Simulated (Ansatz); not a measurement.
Start of a relaxation of Al4Cu:

```cif
data_structure
_symmetry_space_group_name_H-M 'I4/m'
_symmetry_Int_Tables_number 87
_cell_length_a 6.1970
_cell_length_b 6.1970
_cell_length_c 3.9193
_cell_angle_alpha 90.000
_cell_angle_beta 90.000
_cell_angle_gamma 90.000
_cell_volume 150.51
loop_
_atom_site_label
_atom_site_type_symbol
_atom_site_symmetry_multiplicity
_atom_site_Wyckoff_symbol
_atom_site_fract_x
_atom_site_fract_y
_atom_site_fract_z
_atom_site_occupancy
Al1 Al 8 h 0.80000 0.60000 0.50000 1
Cu1 Cu 2 b 0.00000 0.00000 0.50000 1
```

Method: Ansatz 0.2.0, DFT PBE, scalar-relativistic, plane waves, PAW. Cutoff 420 eV, Gaussian smearing, Γ-centred meshes. Cell and atoms relax on a converged mesh. In metals the finer mesh still leaves noise of several meV/atom or more. The steps can't lower the symmetry of their start. No spin polarisation.

A guess keeps its type if space group and coordination stay and the shape of the cell changes little (axis ratios within about 15 %, angles within 6°); the volume may change.

Question: Does this structure survive the relaxation?

Answer: It keeps its type. The symmetry stays I4/m (No. 87). The volume per atom grows by 2.6 %, from 15.1 to 15.4 Å³. The shortest distance goes from 2.77 Å (Al–Cu and Al–Al) to 2.75 Å (Al–Al). The ratio c/a of the conventional cell changes by a factor of 1.01. Counting neighbours within 15 % of an atom's shortest distance, the start has Al 12, Cu 12 and the end Al 12, Cu 12.

The last run used a 12×12×12 mesh for its 5-atom cell and Gaussian smearing of 0.10 eV. A structure relaxed within its symmetry needn't be a true minimum. Another cell of Al4Cu relaxed alike, in I4/mmm, lies 36 meV/atom lower, so this cell isn't the stable form at this level.
